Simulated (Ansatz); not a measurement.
# GaN: the cost of one run

Method: DFT PBE, scalar-relativistic, plane waves, PAW, in Ansatz 0.2.0.

The COD entry's cell or inner coordinates are ideal or old and differ from later refinements, so a difference from it is no clean test against experiment.

## 1. The structure to begin with

Symmetry: P6_3mc, No. 186, hexagonal system. The conventional cell has a = 3.180 Å, b = 3.180 Å, c = 5.166 Å, α = 90.00°, β = 90.00°, γ = 120.00°. Around Ga (site symmetry 3m) lie 4 N at 1.94 to 1.95 Å. N (site symmetry 3m) is surrounded by 4 Ga at 1.94 to 1.95 Å.

Structure file:

```
Ga N
1.0
    -4.77000    2.75396    5.16600
     4.77000   -2.75396    5.16600
     4.77000    8.26188   -5.16600
Ga N
24 24
Direct
  0.83333 0.16667 0.00000
  0.33333 0.66667 0.00000
  0.16667 0.00000 0.16667
  0.66667 0.50000 0.16667
  0.50000 0.83333 0.33333
  0.00000 0.33333 0.33333
  0.83333 0.66667 0.50000
  0.33333 0.16667 0.50000
  0.16667 0.50000 0.66667
  0.66667 0.00000 0.66667
  0.50000 0.33333 0.83333
  0.00000 0.83333 0.83333
  0.41667 0.08333 0.00000
  0.91667 0.58333 0.00000
  0.75000 0.91667 0.16667
  0.25000 0.41667 0.16667
  0.08333 0.75000 0.33333
  0.58333 0.25000 0.33333
  0.41667 0.58333 0.50000
  0.91667 0.08333 0.50000
  0.75000 0.41667 0.66667
  0.25000 0.91667 0.66667
  0.08333 0.25000 0.83333
  0.58333 0.75000 0.83333
  0.02083 0.35417 0.00000
  0.52083 0.85417 0.00000
  0.35417 0.18750 0.16667
  0.85417 0.68750 0.16667
  0.68750 0.02083 0.33333
  0.18750 0.52083 0.33333
  0.02083 0.85417 0.50000
  0.52083 0.35417 0.50000
  0.35417 0.68750 0.66667
  0.85417 0.18750 0.66667
  0.68750 0.52083 0.83333
  0.18750 0.02083 0.83333
  0.60417 0.27083 0.00000
  0.10417 0.77083 0.00000
  0.93750 0.10417 0.16667
  0.43750 0.60417 0.16667
  0.27083 0.93750 0.33333
  0.77083 0.43750 0.33333
  0.60417 0.77083 0.50000
  0.10417 0.27083 0.50000
  0.93750 0.60417 0.66667
  0.43750 0.10417 0.66667
  0.27083 0.43750 0.83333
  0.77083 0.93750 0.83333
```

The runs take a perfect supercell of 48 atoms; the defect goes to fractional position (0.833, 0.167, 0.000).

## 2. The perfect supercell

The input, input.yaml:

```yaml
crystal:
  lattice:
    - [-4.77, 2.753961, 5.166]
    - [4.77, -2.753961, 5.166]
    - [4.77, 8.261882, -5.166]
  atoms:
    - { symbol: Ga, position: [0.833333, 0.166667, 0.0] }
    - { symbol: Ga, position: [0.333333, 0.666667, 0.0] }
    - { symbol: Ga, position: [0.166666, 0.0, 0.166667] }
    - { symbol: Ga, position: [0.666666, 0.5, 0.166667] }
    - { symbol: Ga, position: [0.5, 0.833334, 0.333333] }
    - { symbol: Ga, position: [0.0, 0.333334, 0.333333] }
    - { symbol: Ga, position: [0.833333, 0.666667, 0.5] }
    - { symbol: Ga, position: [0.333333, 0.166667, 0.5] }
    - { symbol: Ga, position: [0.166666, 0.5, 0.666667] }
    - { symbol: Ga, position: [0.666666, 0.0, 0.666667] }
    - { symbol: Ga, position: [0.5, 0.333334, 0.833333] }
    - { symbol: Ga, position: [0.0, 0.833334, 0.833333] }
    - { symbol: Ga, position: [0.416667, 0.083333, 0.0] }
    - { symbol: Ga, position: [0.916667, 0.583333, 0.0] }
    - { symbol: Ga, position: [0.75, 0.916666, 0.166667] }
    - { symbol: Ga, position: [0.25, 0.416666, 0.166667] }
    - { symbol: Ga, position: [0.083334, 0.75, 0.333333] }
    - { symbol: Ga, position: [0.583334, 0.25, 0.333333] }
    - { symbol: Ga, position: [0.416667, 0.583333, 0.5] }
    - { symbol: Ga, position: [0.916667, 0.083333, 0.5] }
    - { symbol: Ga, position: [0.75, 0.416666, 0.666667] }
    - { symbol: Ga, position: [0.25, 0.916666, 0.666667] }
    - { symbol: Ga, position: [0.083334, 0.25, 0.833333] }
    - { symbol: Ga, position: [0.583334, 0.75, 0.833333] }
    - { symbol: "N", position: [0.020833, 0.354167, 0.0] }
    - { symbol: "N", position: [0.520833, 0.854167, 0.0] }
    - { symbol: "N", position: [0.354166, 0.1875, 0.166667] }
    - { symbol: "N", position: [0.854166, 0.6875, 0.166667] }
    - { symbol: "N", position: [0.6875, 0.020834, 0.333333] }
    - { symbol: "N", position: [0.1875, 0.520834, 0.333333] }
    - { symbol: "N", position: [0.020833, 0.854167, 0.5] }
    - { symbol: "N", position: [0.520833, 0.354167, 0.5] }
    - { symbol: "N", position: [0.354166, 0.6875, 0.666667] }
    - { symbol: "N", position: [0.854166, 0.1875, 0.666667] }
    - { symbol: "N", position: [0.6875, 0.520834, 0.833333] }
    - { symbol: "N", position: [0.1875, 0.020834, 0.833333] }
    - { symbol: "N", position: [0.604167, 0.270833, 0.0] }
    - { symbol: "N", position: [0.104167, 0.770833, 0.0] }
    - { symbol: "N", position: [0.9375, 0.104166, 0.166667] }
    - { symbol: "N", position: [0.4375, 0.604166, 0.166667] }
    - { symbol: "N", position: [0.270834, 0.9375, 0.333333] }
    - { symbol: "N", position: [0.770834, 0.4375, 0.333333] }
    - { symbol: "N", position: [0.604167, 0.770833, 0.5] }
    - { symbol: "N", position: [0.104167, 0.270833, 0.5] }
    - { symbol: "N", position: [0.9375, 0.604166, 0.666667] }
    - { symbol: "N", position: [0.4375, 0.104166, 0.666667] }
    - { symbol: "N", position: [0.270834, 0.4375, 0.833333] }
    - { symbol: "N", position: [0.770834, 0.9375, 0.833333] }
basis:
  ecutwfc: 420
  fft_grid_basis: typed
kpoints:
  mp_grid: { grid: [2, 2, 2] }
hamiltonian:
  xc: pbe
  pseudopotentials: { kind: paw }
scf:
  occupations: { method: gaussian, width: 0.05 }
output:
  forces: true
  stress: false
  eigenvalues: true
  bader: false
  write_density: true
  volumetric_format: npy
```

On the command line:

```console
$ ansatz run input.yaml --threads 8 --pin off --max-ram 16384MiB --backend cpu --events-out ev --progress --plain --runs-dir out
```

What time and memory should one allow on 8 threads of Arm Neoverse N1, shared host?

About 12 s, with a peak of 3.4 GiB.
